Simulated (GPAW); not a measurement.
BN:

```
N B
1.0
     2.49824    0.00000    0.00000
    -1.24912    2.16354    0.00000
     0.00000    0.00000    6.63570
N B
2 2
Cartesian
  1.2491 0.7212 1.6589
  0.0000 1.4424 4.9768
  1.2491 0.7212 4.9768
  0.0000 1.4424 1.6589
```

```yaml
Program: GPAW 26.7.0
Task: relaxation of cell and atoms
Functional: PBE
Potentials_or_basis: GPAW PAW data sets (gpaw-data 1.2.1)
Cutoff: 800 eV
Basis: pw
k_mesh: 9 × 9 × 3
Occupations: fermi-dirac, width 0.05 eV
Spin: no spin polarisation
```

At the start: pressure 4.3 GPa; volume 8.97 Å³/atom.

Question: Where does the relaxation end?

Answer: Over 30 steps the energy falls by 11.7 meV/atom and the volume is 9.93 Å³/atom (+10.7 %); space group P6_3/mmc (No. 194, to 0.05 Å).

The path:
```csv
step,energy change (eV),largest force (eV/Å),pressure (GPa),volume (Å³)
1,0.0000,0.0017,4.33,35.87
2,-0.0023,0.0014,3.76,35.93
3,-0.0056,0.0009,2.71,36.05
4,-0.0088,0.0009,1.37,36.22
5,-0.0106,0.0012,-0.01,36.41
6,-0.0106,0.0012,0.01,36.41
7,-0.0107,0.0011,0.06,36.41
8,-0.0108,0.0010,0.13,36.41
9,-0.0110,0.0009,0.21,36.41
10,-0.0112,0.0007,0.31,36.41
11,-0.0114,0.0008,0.42,36.41
12,-0.0117,0.0009,0.53,36.42
13,-0.0120,0.0010,0.64,36.43
14,-0.0124,0.0010,0.75,36.44
15,-0.0129,0.0010,0.84,36.47
16,-0.0138,0.0009,0.89,36.51
17,-0.0146,0.0008,0.89,36.56
18,-0.0158,0.0008,0.82,36.63
19,-0.0173,0.0009,0.68,36.73
20,-0.0187,0.0009,0.48,36.84
21,-0.0206,0.0008,0.30,36.98
22,-0.0228,0.0011,0.20,37.14
23,-0.0251,0.0008,0.24,37.30
24,-0.0277,0.0009,0.40,37.49
25,-0.0304,0.0026,0.51,37.72
26,-0.0334,0.0033,0.37,38.02
27,-0.0372,0.0022,0.05,38.39
28,-0.0405,0.0017,0.03,38.78
29,-0.0435,0.0039,0.33,39.19
30,-0.0469,0.0144,-0.10,39.72
```

Final structure:
```xyz
4
Lattice="2.5111 0.0000 0.0000 -1.2556 2.1747 0.0000 0.0000 0.0000 7.2729" Properties=species:S:1:pos:R:3 pbc="T T T"
N     1.2556    0.7249    1.8173
N     0.0000    1.4498    5.4556
B     1.2556    0.7249    5.4566
B     0.0000    1.4498    1.8163
```

Caveat: later steps reuse the first step's grids; this functional lacks dispersion, which binds the layers, so the pressure and a relaxed spacing across them are unreliable; the volume moved by +11 % from the deposited cell, more than functionals usually miss.
